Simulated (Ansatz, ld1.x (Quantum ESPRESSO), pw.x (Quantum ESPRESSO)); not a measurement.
# Mn: one change to the TM potential, in the atom and in the bcc crystal

manganese, norm-conserving Troullier–Martins (Kleinman–Bylander form), made with ld1.x (Quantum ESPRESSO) 7.5 (PBEsol, scalar-relativistic). Core [Ar], reference 3d5 4s2 4p0. Waves: 4s (bound): rc 2.05 bohr; 4p (bound, empty): rc 3.75 bohr; 3d (bound): rc 1.65 bohr. Local part: all-electron potential smoothed inside 2.75 bohr (lloc = -1). Core correction: none.

Change: local potential all-electron potential smoothed inside 1.40 bohr (lloc = -2).

Cutoffs, loose and tight: the cutoffs (Ry, on a coarse ladder) from which the occupation-weighted sum of valence levels, in a spherical-Bessel basis at the reference potential, stays within 10 and 1 mRy of its value at 400 Ry. They do not see the model core or the augmentation charge, which bear on the density cutoff. Test errors are all-electron minus pseudo excitation energies from the reference, over the configurations 3d5 4s1 4p0; 3d5 4s0 4p0; 3d4 4s0 4p0; 3d6 4s1 4p0; 3d3 4s0 4p0; 3d5 4s1 4p1; 3d4 4s2 4p1; variants that change the core or the reference have their own tests.

Crystal test: bcc Mn in pw.x 7.5, no spin, 17³ k-points, Fermi–Dirac smearing 0.01 Ry, cutoffs set for each file from its atomic test. The reference is all-electron LAPW (Ansatz 0.2.0) with the same functional, mesh and smearing; V0 and B0 come from Birch–Murnaghan fits to the pressures at five volumes. Errors are pseudo minus all-electron; Δ is the rms difference of the E(V) curves that follow from these fits, minima aligned, over ±6 % about the mean V0. Mesh and smearing are coarse, so the numbers serve the comparison and aren't converged zero-temperature values; the lattice is a test structure that the element need not adopt. Spin polarisation and strong correlation are left out, which matters for this element.

All-electron: a0 = 2.752 Å (V0 = 10.43 Å³/atom), B0 = 302.1 GPa.

**Question.** Does the change bring the crystal closer to the all-electron result?

**Answer.** The mean pressure error goes from +21.01 to +2.67 GPa, so the change moves the solid closer to the all-electron pressures.

```csv
quantity,base,changed
outcome (atom),generated,generated
"cutoff, loose (atom)",90 Ry,90 Ry
"cutoff, tight (atom)",140 Ry,140 Ry
bound ghosts (atom),none,none
largest test error (meV) (atom),-186 over the solved tests; 1 of 7 tests not solved or not reliable,+471 over the solved tests; 2 of 7 tests not solved or not reliable
cutoffs in pw.x (Ry),170/680,170/680
a0 (Å),–,2.761
a0 error (%),–,+0.30
B0 error (%),–,-3.4
Δ (meV/atom),–,6.1
mean pressure error (GPa),+21.01,+2.67
```

A dash: not determined, or the minimum lies outside the volumes sampled.

Base: The largest radius (3.75 bohr) exceeds half the bond length (2.25 bohr), so the spheres overlap, which is one possible source of error among others. This is a poor potential for the solid. Atomic configuration tests: 1 of 7 tests not solved or not reliable. Changed file: The largest radius (3.75 bohr) exceeds half the bond length (2.25 bohr), so the spheres overlap, which is one possible source of error among others. Atomic configuration tests: 2 of 7 tests not solved or not reliable. The logarithmic derivative shows an extra or strongly shifted pseudo pole above the reference energy (s near 0.08 Ry). The atomic cutoffs weigh occupied waves only.
